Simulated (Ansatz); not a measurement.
# SnSe

```yaml
crystal:
  lattice:
    - [0.00000, 3.01000, 3.01000]
    - [3.01000, 0.00000, 3.01000]
    - [3.01000, 3.01000, 0.00000]
  atoms:
    - { symbol: Sn, position: [0.00000, 0.00000, 0.00000] }
    - { symbol: Se, position: [0.50000, 0.50000, 0.50000] }
```

Atoms are numbered in the order listed.

The cell is COD entry 9008725, as deposited and not checked against the literature; nothing was relaxed.

Spin–orbit coupling is left out, though it moves levels of the heavy atoms by tenths of an eV or more.

Levels of theory: DFT, PBE, all-electron LAPW, scalar-relativistic (Ansatz 0.2.0); DFT, PBE, PAW with Ansatz's default frozen-core files, scalar-relativistic (Ansatz 0.2.0).

For LAPW: a Γ-centred 9×9×9 k mesh, Fermi–Dirac smearing of 0.02 eV, basis error target 0.25 meV/atom, no spin polarisation. PAW takes a cutoff of 420 eV at this cell. The Ansatz runs share mesh, smearing and spin set-up. Values come from LAPW unless marked.

```json
{
 "Band gap": "0.08 eV, direct, on the line L (0.5, 0.5, 0.5)–W (0.5, 0.25, 0.75) (so small a gap may close at points that the mesh and path miss)",
 "Pressure at this cell": "1.03 GPa",
 "Volume per atom": "27.27 Å³"
}
```

(1) Bader charges (from the PAW run): what does the calculation give?

(2) Give the computed value. Löwdin charges (with 0.05 e of the cell spilling out of the atomic basis, so their sizes and signs hang on that basis).

Results:

(1) Sn1 +0.86, Se2 -0.86 e.

(2) Sn1 0.32, Se2 -0.27 e.
